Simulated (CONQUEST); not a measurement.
InAs:

```
In As
1.0
     4.26810    0.00000    0.00000
     0.00000    4.26810    0.00000
     0.00000    0.00000    6.03600
In As
2 2
Direct
  0.00000 0.00000 0.00000
  0.50000 0.50000 0.50000
  0.00000 0.50000 0.25000
  0.50000 0.00000 0.75000
```

Base run:

* Program: CONQUEST 1.3
* Functional: PBE
* Potentials or basis: PseudoDojo NC PBE, DZ, grid cutoff 120 Ha
* k mesh: 6 × 6 × 5
* Occupations: fermi-dirac, width 0.05 eV
* Spin: no spin polarisation

Its results: band gap on the k mesh none (metal or under the smearing width); pressure 4.9 GPa.

Problem. The run is repeated on the same cell with these changes: potentials or basis from PseudoDojo NC PBE, DZ, grid cutoff 120 Ha to PseudoDojo NC PBE, SZ, grid cutoff 120 Ha. What comes out?

Solution. Band gap on the k mesh 0.14 eV; pressure 7.9 GPa.

Caveats: the atomic basis is small; the box holds several primitive cells, so bands are folded and the points are those of the box's own zone; the basis of atomic orbitals isn't converged, which shifts pressures, moduli and gaps; the real-space grid breaks the cell's symmetry a little (some runs); spin-orbit coupling is left out, which moves the levels of the heavy elements (some runs).

